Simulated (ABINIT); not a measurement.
## InAs in ABINIT: convergence with smearing width

Input of the first run (smearing width 0.272 eV); the others differ in this setting and in those tied to it:

Contents of run.abi:

```
# Pseudopotentials
pp_dirpath "./"
pseudos "In.upf, As.upf"

# Structure
acell 4.2680965312 4.2680965312 4.2680965312 Angstrom
rprim
     0.0000000000     0.7071067812     0.7071067812
     0.7071067812     0.0000000000     0.7071067812
     0.7071067812     0.7071067812     0.0000000000
ntypat 2
znucl 49 33
natom 2
typat 1 2
xred
     0.0000000000     0.0000000000     0.0000000000
     0.7500000000     0.7500000000     0.7500000000

# Plane-wave basis
ecut 42.0

# k points
kptopt 1
ngkpt 8 8 8
nshiftk 1
shiftk 0.0 0.0 0.0

# Exchange and correlation
ixc -116133

# Bands and occupations
nband 18
occopt 6
tsmear 0.00999582

# SCF cycle
nstep 100
tolvrs 1.0e-10

# Output
iomode 3
prtwf 0
prtden 0
prteig 0
prtebands 0
```

Potentials or basis: PseudoDojo NC SR PBEsol v0.4.1 standard.

The run is started by

```sh
$ abinit run.abi > log 2>&1
```

Hardware: 1 thread of Arm Neoverse V1, with other jobs on the host.

```csv
smearing width,energy less the tightest run (meV/atom),SCF cycles,CPU time (s),peak memory (GiB)
0.272 eV,0.25,13,120,0.12
0.2 eV,0.11,13,110,0.12
0.136 eV,-0.04,13,110,0.12
0.1 eV,-0.06,13,110,0.12
0.05 eV,-0.03,13,110,0.12
0.025 eV,-0.01,13,110,0.12
0.01 eV,0.00,13,110,0.12
```

Against the tightest run, the energy stays within 1 meV/atom from 0.272 eV on. Narrower smearing needs a denser k mesh, so at a fixed mesh the narrowest width isn't the most accurate. The tightest run that finished is the yardstick and may itself not be fully converged.
